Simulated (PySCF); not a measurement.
# PbS (Galena) in PySCF: the effect of functional

Crystal: PbS (Galena).

```
Pb S
1.0
     0.00000    2.96575    2.96575
     2.96575    0.00000    2.96575
     2.96575    2.96575    0.00000
Pb S
1 1
Cartesian
  0.0000 0.0000 0.0000
  2.9657 2.9657 2.9657
```

Alike in all runs:

| Item | Value |
| --- | --- |
| Program | PySCF 2.14.0 |
| Task | band structure |
| Potentials or basis | DZVP-MOLOPT-SR/GTH-PBE (potentials made for PBE) |
| k mesh | 4 × 4 × 4 |
| Occupations | fermi-dirac, width 0.05 eV |
| Spin | no spin polarisation |

Problem. One run gave: gap on the mesh 0.53 eV. Which functional did it use?
A. PBEsol
B. r2SCAN
C. LDA

Solution. B.

| functional | gap on the mesh (eV) |
| --- | --- |
| LDA | 0.22 |
| PBEsol | 0.24 |
| r2SCAN | 0.53 |

Caveats: all runs use coarse meshes; spin-orbit coupling is left out, which as a rule narrows the gap of such compounds by several tenths of an eV; the basis of atomic orbitals isn't converged, which shifts pressures, moduli and gaps; meta-GGAs need a finer uniform grid than this (some runs).

Runs at the PBE level aren't shown here.
